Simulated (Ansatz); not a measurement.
PbTe (NiAs type), relaxed with r2SCAN, was run in Ansatz under altered settings. All numbers are computed, without spin polarisation but where a row says otherwise.

```
CELL_PARAMETERS angstrom
4.54395 0.00000 0.00000
-2.27198 3.93518 0.00000
0.00000 0.00000 7.92576
ATOMIC_POSITIONS crystal
Pb 0.00000 0.00000 0.00000
Pb 0.00000 0.00000 0.50000
Te 0.33333 0.66667 0.25000
Te 0.66667 0.33333 0.75000
```

The base run's other keys:
```yaml
kpoints:
  mp_grid: { grid: [6, 6, 2] }
hamiltonian:
  xc: hse06
scf:
  occupations: { method: fermi_dirac, width: 0.02 }
  n_extra_bands: 5
```

It takes 17 iterations with 2805 plane waves at 420 eV and 14 k points, and leaves a mean stress of -0.14 GPa. The gap over this mesh is 0.417 eV. It ran on 4 threads of Arm Neoverse N1, with other jobs on the host.

Outcomes, with energy and stress as changes against the base:
```csv
setting,outcome,ΔF (meV/atom),Δ mean stress (GPa),gap on the mesh (eV),iterations,wall time
"PBE hybrid, exx coeff 0.4, omega 0.5 1/Å",converged,–,0.0,0.264,17,68 s
"PBE hybrid, exx coeff 0.1, omega 0.5 1/Å",converged,–,+0.7,0.104,17,63 s
basis.ecutwfc: 750,cut off,–,–,–,17,2.7 min
```
A dash marks a value that wasn't obtained or can't be compared. «Cut off» means the job's short time limit, which needn't be the setting's fault. Stress is positive in compression. The base took 64 s. The base's mesh is coarse for a hybrid, so its own values aren't converged.

- PBE hybrid, exx coeff 0.4, omega 0.5 1/Å. That is 40 % exact exchange, screened with ω = 0.5 1/Å, against HSE06's 25 % screened at 0.208 1/Å. The mean stress moves by 0.0 GPa and the gap on the mesh by -0.153 eV (to 0.264). Totals of different functionals aren't comparable.
- PBE hybrid, exx coeff 0.1, omega 0.5 1/Å. That is 10 % exact exchange, screened with ω = 0.5 1/Å, against HSE06's 25 % screened at 0.208 1/Å. The mean stress moves by +0.7 GPa and the gap on the mesh by -0.313 eV (to 0.104). Totals of different functionals aren't comparable.
- basis.ecutwfc: 750. It was cut off at its time limit, after 17 iterations (the base needs 17).

Spin-orbit coupling is left out; in compounds of Pb, Bi, Tl or Hg it can lower a gap by up to about 1 eV, split its edges or invert the bands.

The stress of a hybrid is loosely converged in these runs.

The meshes of the hybrids are coarse, so their gaps aren't converged to the digits shown.
